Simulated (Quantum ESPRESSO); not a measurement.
# Y (P6_3/mmc) in Quantum ESPRESSO: band structure with LDA

Aim: the band structure of Y with LDA.

Everything below comes from runs of Quantum ESPRESSO 7.5. Logs are shortened: lines on timing, memory, paths and dates and some standing lists are left out, and cuts for length are marked.

### 1 Starting point

The structure is hexagonal, space group P6_3/mmc (No. 194). Conventional cell: a = 3.643 Å, b = 3.643 Å, c = 11.844 Å, α = 90.00°, β = 90.00°, γ = 120.00°. Y (site symmetry -6m2) is surrounded by 12 Y at 3.63 to 3.64 Å. Around Y (site symmetry -3m) lie 12 Y at 3.63 to 3.64 Å.

### 2 Band structure, LDA, spin-orbit coupling, no magnetisation

pw.in

```
&CONTROL
  calculation = 'scf'
  prefix = 'pwscf'
  outdir = './tmp'
  pseudo_dir = './pseudo'
  tprnfor = .true.
  tstress = .true.
  disk_io = 'low'
/
&SYSTEM
  ibrav = 0
  nat = 4
  ntyp = 1
  ecutwfc = 72
  nbnd = 62
  input_dft = 'pz'
  occupations = 'smearing'
  smearing = 'mp'
  degauss = 0.00367493
  noncolin = .true.
  lspinorb = .true.
/
&ELECTRONS
  conv_thr = 8d-10
  electron_maxstep = 120
  mixing_beta = 0.5
/
ATOMIC_SPECIES
Y     88.9058 Y.upf
CELL_PARAMETERS angstrom
   3.6425441402    0.0000000000    0.0000000000
  -1.8212720701    3.1545357598    0.0000000000
   0.0000000000    0.0000000000   11.8441303500
ATOMIC_POSITIONS angstrom
Y      1.8212720703    1.0515119198    8.8830977625
Y      0.0000000000    0.0000000000    5.9220651750
Y     -0.0000000002    2.1030238400    2.9610325875
Y      0.0000000000    0.0000000000    0.0000000000
K_POINTS automatic
4 4 2 0 0 0
```

bands.in

```
&CONTROL
  calculation = 'bands'
  prefix = 'pwscf'
  outdir = './tmp'
  pseudo_dir = './pseudo'
  disk_io = 'low'
  verbosity = 'high'
/
&SYSTEM
  ibrav = 0
  nat = 4
  ntyp = 1
  ecutwfc = 72
  nbnd = 62
  input_dft = 'pz'
  occupations = 'smearing'
  smearing = 'mp'
  degauss = 0.00367493
  noncolin = .true.
  lspinorb = .true.
/
&ELECTRONS
  conv_thr = 1d-08
  electron_maxstep = 120
  mixing_beta = 0.5
  diago_full_acc = .true.
/
ATOMIC_SPECIES
Y     88.9058 Y.upf
CELL_PARAMETERS angstrom
   3.6425441402    0.0000000000    0.0000000000
  -1.8212720701    3.1545357598    0.0000000000
   0.0000000000    0.0000000000   11.8441303500
ATOMIC_POSITIONS angstrom
Y      1.8212720703    1.0515119198    8.8830977625
Y      0.0000000000    0.0000000000    5.9220651750
Y     -0.0000000002    2.1030238400    2.9610325875
Y      0.0000000000    0.0000000000    0.0000000000
K_POINTS crystal
60
 0.0000000000  0.0000000000  0.0000000000 1
 0.0555555556  0.0000000000  0.0000000000 1
 0.1111111111  0.0000000000  0.0000000000 1
 0.1666666667  0.0000000000  0.0000000000 1
 0.2222222222  0.0000000000  0.0000000000 1
 0.2777777778  0.0000000000  0.0000000000 1
 0.3333333333  0.0000000000  0.0000000000 1
 0.3888888889  0.0000000000  0.0000000000 1
 0.4444444444  0.0000000000  0.0000000000 1
 0.5000000000  0.0000000000  0.0000000000 1
 0.4666666667  0.0666666667  0.0000000000 1
 0.4333333333  0.1333333333  0.0000000000 1
 0.4000000000  0.2000000000  0.0000000000 1
 0.3666666667  0.2666666667  0.0000000000 1
 0.3333333333  0.3333333333  0.0000000000 1
 0.3000000000  0.3000000000  0.0000000000 1
 0.2666666667  0.2666666667  0.0000000000 1
 0.2333333333  0.2333333333  0.0000000000 1
 0.2000000000  0.2000000000  0.0000000000 1
 0.1666666667  0.1666666667  0.0000000000 1
 0.1333333333  0.1333333333  0.0000000000 1
 0.1000000000  0.1000000000  0.0000000000 1
 0.0666666667  0.0666666667  0.0000000000 1
 0.0333333333  0.0333333333  0.0000000000 1
 0.0000000000  0.0000000000  0.0000000000 1
 0.0000000000  0.0000000000  0.2500000000 1
 0.0000000000  0.0000000000  0.5000000000 1
 0.0555555556  0.0000000000  0.5000000000 1
 0.1111111111  0.0000000000  0.5000000000 1
 0.1666666667  0.0000000000  0.5000000000 1
 0.2222222222  0.0000000000  0.5000000000 1
 0.2777777778  0.0000000000  0.5000000000 1
 0.3333333333  0.0000000000  0.5000000000 1
 0.3888888889  0.0000000000  0.5000000000 1
 0.4444444444  0.0000000000  0.5000000000 1
 0.5000000000  0.0000000000  0.5000000000 1
 0.4666666667  0.0666666667  0.5000000000 1
 0.4333333333  0.1333333333  0.5000000000 1
 0.4000000000  0.2000000000  0.5000000000 1
 0.3666666667  0.2666666667  0.5000000000 1
 0.3333333333  0.3333333333  0.5000000000 1
 0.3076923077  0.3076923077  0.5000000000 1
 0.2820512821  0.2820512821  0.5000000000 1
 0.2564102564  0.2564102564  0.5000000000 1
 0.2307692308  0.2307692308  0.5000000000 1
 0.2051282051  0.2051282051  0.5000000000 1
 0.1794871795  0.1794871795  0.5000000000 1
 0.1538461538  0.1538461538  0.5000000000 1
 0.1282051282  0.1282051282  0.5000000000 1
 0.1025641026  0.1025641026  0.5000000000 1
 0.0769230769  0.0769230769  0.5000000000 1
 0.0512820513  0.0512820513  0.5000000000 1
 0.0256410256  0.0256410256  0.5000000000 1
 0.0000000000  0.0000000000  0.5000000000 1
 0.5000000000  0.0000000000  0.5000000000 1
 0.5000000000  0.0000000000  0.2500000000 1
 0.5000000000  0.0000000000  0.0000000000 1
 0.3333333333  0.3333333333  0.0000000000 1
 0.3333333333  0.3333333333  0.2500000000 1
 0.3333333333  0.3333333333  0.5000000000 1
```

Potentials or basis: PseudoDojo 0.4 FR PBEsol stringent.

Run with:

```
> OMP_NUM_THREADS=1 pw.x -in pw.in > pw.out
> OMP_NUM_THREADS=1 pw.x -in bands.in > bands.out
```

pw.out:

```text
This program is part of the open-source Quantum ESPRESSO suite
     for quantum simulation of materials; please cite
         "P. Giannozzi et al., J. Phys.:Condens. Matter 21 395502 (2009);
         "P. Giannozzi et al., J. Phys.:Condens. Matter 29 465901 (2017);
         "P. Giannozzi et al., J. Chem. Phys. 152 154105 (2020);
     in publications or presentations arising from this work. More details at

     IMPORTANT: XC functional enforced from input :
     Exchange-correlation= PZ
                           (   1   1   0   0   0   0   0)
     Any further DFT definition will be discarded
     Please, verify this is what you really want

     Message from routine setup:
     using ibrav=0 with symmetry is DISCOURAGED, use correct ibrav instead

     G-vector sticks info
     --------------------
     sticks:   dense  smooth     PW     G-vecs:    dense   smooth      PW
     Sum         955     955    265                75823    75823   11417

     Using Slab Decomposition

     bravais-lattice index     =            0
     lattice parameter (alat)  =       6.8834  a.u.
     unit-cell volume          =     918.4173 (a.u.)^3
     number of atoms/cell      =            4
     number of atomic types    =            1
     number of electrons       =        44.00
     number of Kohn-Sham states=           62
     kinetic-energy cutoff     =      72.0000  Ry
     charge density cutoff     =     288.0000  Ry
     scf convergence threshold =      8.0E-10
     mixing beta               =       0.5000
     number of iterations used =            8  plain     mixing
     Exchange-correlation= PZ
                           (   1   1   0   0   0   0   0)
     Non magnetic calculation with spin-orbit

     celldm(1)=   6.883411  celldm(2)=   0.000000  celldm(3)=   0.000000
     celldm(4)=   0.000000  celldm(5)=   0.000000  celldm(6)=   0.000000

     crystal axes: (cart. coord. in units of alat)
               a(1) = (   1.000000   0.000000   0.000000 )
               a(2) = (  -0.500000   0.866025   0.000000 )
               a(3) = (   0.000000   0.000000   3.251609 )

     reciprocal axes: (cart. coord. in units 2 pi/alat)
               b(1) = (  1.000000  0.577350 -0.000000 )
               b(2) = (  0.000000  1.154701  0.000000 )
               b(3) = (  0.000000 -0.000000  0.307540 )

     PseudoPot. # 1 for Y  read from file:
     Y.upf
     Pseudo is Norm-conserving + core correction, Zval = 11.0
     Generated using ONCVPSP code by D. R. Hamann
[... 39 lines left out ...]

     starting charge      43.9835, renormalised to      44.0000
     Starting wfcs are   80 randomized atomic wfcs

     Self-consistent Calculation

     iteration #  1     ecut=    72.00 Ry     beta= 0.50
     Davidson diagonalization with overlap
     ethr =  1.00E-02,  avg # of iterations =  2.6

     Threshold (ethr) on eigenvalues was too large:
     Diagonalizing with lowered threshold

     Davidson diagonalization with overlap
     ethr =  3.33E-05,  avg # of iterations =  5.8

     total energy              =    -326.10109455 Ry
     estimated scf accuracy    <       0.03089457 Ry
[... 64 lines left out ...]
     iteration # 11     ecut=    72.00 Ry     beta= 0.50
     Davidson diagonalization with overlap
     ethr =  1.61E-11,  avg # of iterations =  2.9

     End of self-consistent calculation

          k = 0.0000 0.0000 0.0000 (  9517 PWs)   bands (ev):

   -33.6262 -33.6262 -33.6051 -33.6051 -33.5886 -33.5886 -33.5673 -33.5673
   -14.6483 -14.6483 -14.5419 -14.5419 -14.5244 -14.5244 -14.4296 -14.4296
   -13.3057 -13.3057 -13.1509 -13.1509 -13.1292 -13.1292 -13.0317 -13.0317
   -12.9998 -12.9998 -12.9911 -12.9911 -12.9589 -12.9589 -12.9495 -12.9495
     4.3048   4.3048   5.6241   5.6241   5.6262   5.6262   7.0029   7.0029
     9.5648   9.5648   9.6290   9.6290   9.6796   9.6796  10.4354  10.4354
    10.4939  10.4939  10.5016  10.5016  10.5449  10.5449  10.6257  10.6257
    10.8072  10.8072  10.8785  10.8785  10.9174  10.9174
[... 25 lines left out ...]
   -33.5957 -33.5957 -33.5957 -33.5957 -33.5617 -33.5617 -33.5617 -33.5617
   -14.6460 -14.6460 -14.6460 -14.6460 -14.5432 -14.5432 -14.5432 -14.5432
   -13.2846 -13.2846 -13.2846 -13.2846 -13.1505 -13.1505 -13.1505 -13.1505
   -13.1122 -13.1122 -13.1122 -13.1122 -13.0126 -13.0126 -13.0126 -13.0126
     5.7967   5.7967   5.7967   5.7967   7.5726   7.5726   7.5726   7.5726
     8.7580   8.7580   8.7580   8.7580   9.4129   9.4129   9.4129   9.4129
     9.9358   9.9358   9.9358   9.9358  10.5458  10.5458  10.5458  10.5458
    11.0516  11.0516  11.0516  11.0516  11.6787  11.6787

          k = 0.0000-0.5774 0.0000 (  9474 PWs)   bands (ev):

   -33.5729 -33.5729 -33.5688 -33.5688 -33.5522 -33.5522 -33.5481 -33.5481
   -14.6873 -14.6873 -14.6652 -14.6652 -14.6584 -14.6584 -14.6391 -14.6391
   -13.3281 -13.3281 -13.3170 -13.3170 -13.3066 -13.3066 -13.2888 -13.2888
   -13.1665 -13.1665 -13.1306 -13.1306 -13.0808 -13.0808 -13.0349 -13.0349
     7.0459   7.0459   7.2172   7.2172   7.6662   7.6662   7.7326   7.7326
     8.4026   8.4026   8.4713   8.4713   8.6434   8.6434   9.2987   9.2987
     9.6449   9.6449  10.2278  10.2278  10.4415  10.4415  10.6305  10.6305
    10.6486  10.6486  11.6578  11.6578  11.6579  11.6579

          k = 0.0000-0.5774-0.1538 (  9464 PWs)   bands (ev):

   -33.5711 -33.5711 -33.5711 -33.5711 -33.5500 -33.5500 -33.5500 -33.5500
   -14.6791 -14.6791 -14.6791 -14.6791 -14.6459 -14.6459 -14.6459 -14.6459
   -13.3222 -13.3222 -13.3222 -13.3222 -13.2997 -13.2997 -13.2997 -13.2997
   -13.1491 -13.1491 -13.1491 -13.1491 -13.0556 -13.0556 -13.0556 -13.0556
     7.2530   7.2530   7.2530   7.2530   7.5131   7.5131   7.5131   7.5131
     8.3122   8.3122   8.3122   8.3122   9.1618   9.1618   9.1618   9.1618
    10.1048  10.1048  10.1048  10.1048  10.4488  10.4488  10.4488  10.4488
    10.7611  10.7611  10.7611  10.7611  12.9885  12.9885
[... 14 lines left out ...]
   -33.5712 -33.5712 -33.5712 -33.5712 -33.5499 -33.5499 -33.5499 -33.5499
   -14.6784 -14.6784 -14.6745 -14.6745 -14.6374 -14.6374 -14.6334 -14.6334
   -13.3297 -13.3297 -13.2953 -13.2953 -13.2800 -13.2800 -13.2608 -13.2608
   -13.1955 -13.1955 -13.1501 -13.1501 -13.1068 -13.1068 -13.0757 -13.0757
     7.4209   7.4209   7.4293   7.4293   8.1102   8.1102   8.1213   8.1213
     8.7563   8.7563   8.7659   8.7659   8.8063   8.8063   8.8097   8.8097
     9.6088   9.6088   9.6170   9.6170   9.8493   9.8493   9.8671   9.8671
    11.0079  11.0079  11.0374  11.0374  11.9320  11.9329

     the Fermi energy is     8.8099 ev

!    total energy              =    -326.10426428 Ry
     estimated scf accuracy    <          2.0E-10 Ry
     smearing contrib. (-TS)   =      -0.00008373 Ry
     internal energy E=F+TS    =    -326.10418055 Ry

     The total energy is F=E-TS. E is the sum of the following terms:
     one-electron contribution =     -88.66152394 Ry
     hartree contribution      =      53.61306475 Ry
     xc contribution           =     -62.76858867 Ry
     ewald contribution        =    -228.28713269 Ry

     convergence has been achieved in  11 iterations

     Forces acting on atoms (cartesian axes, Ry/au):

     atom    1 type  1   force =     0.00000000    0.00000000    0.00000000
     atom    2 type  1   force =     0.00000000   -0.00000000    0.00000000
     atom    3 type  1   force =     0.00000000    0.00000000    0.00000000
     atom    4 type  1   force =     0.00000000   -0.00000000    0.00000000

     Total force =     0.000000     Total SCF correction =     0.000000

     Computing stress (Cartesian axis) and pressure

          total   stress  (Ry/bohr**3)                   (kbar)     P=      -48.64
  -0.00032926   0.00000000   0.00000000          -48.44        0.00        0.00
   0.00000000  -0.00032926  -0.00000000            0.00      -48.44       -0.00
   0.00000000  -0.00000000  -0.00033352            0.00       -0.00      -49.06

=------------------------------------------------------------------------------=
   JOB DONE.
=------------------------------------------------------------------------------=
```

Run time: 17 min. Hardware: 1 thread of AMD EPYC 7B13 (Zen 3), shared host; peak memory 1.2 GiB.

Results:

- Free energy: -4436.8745 eV
- Pressure: -4.9 GPa
- Band gap on the k mesh: none (metal or under the smearing width)

Levels at the corners of the path, in eV from the Fermi level:
```
point  band 41  band 42  band 43  band 44  band 45  band 46  band 47  band 48
    Γ     0.75     0.75     0.82     0.82     0.87     0.87     1.63     1.63
    M    -0.41    -0.41    -0.34    -0.34    -0.17    -0.17     0.49     0.49
    K    -0.36    -0.36    -0.28    -0.28    -0.24    -0.24    -0.21    -0.21
    Γ     0.75     0.75     0.82     0.82     0.87     0.87     1.63     1.63
    A     0.60     0.60     0.60     0.60     1.47     1.47     1.47     1.47
    L    -0.50    -0.50    -0.50    -0.50     0.35     0.35     0.35     0.35
    H    -0.37    -0.37    -0.32    -0.32    -0.26    -0.26    -0.24    -0.24
    A     0.60     0.60     0.60     0.60     1.47     1.47     1.47     1.47
    L    -0.50    -0.50    -0.50    -0.50     0.35     0.35     0.35     0.35
    M    -0.41    -0.41    -0.34    -0.34    -0.17    -0.17     0.49     0.49
    K    -0.36    -0.36    -0.28    -0.28    -0.24    -0.24    -0.21    -0.21
    H    -0.37    -0.37    -0.32    -0.32    -0.26    -0.26    -0.24    -0.24
```

Caveat: the k mesh is coarse (spacing up to 0.50 Å⁻¹), so the values aren't converged; the potentials were made for another functional, which shifts forces and pressure; some levels on the path didn't converge.
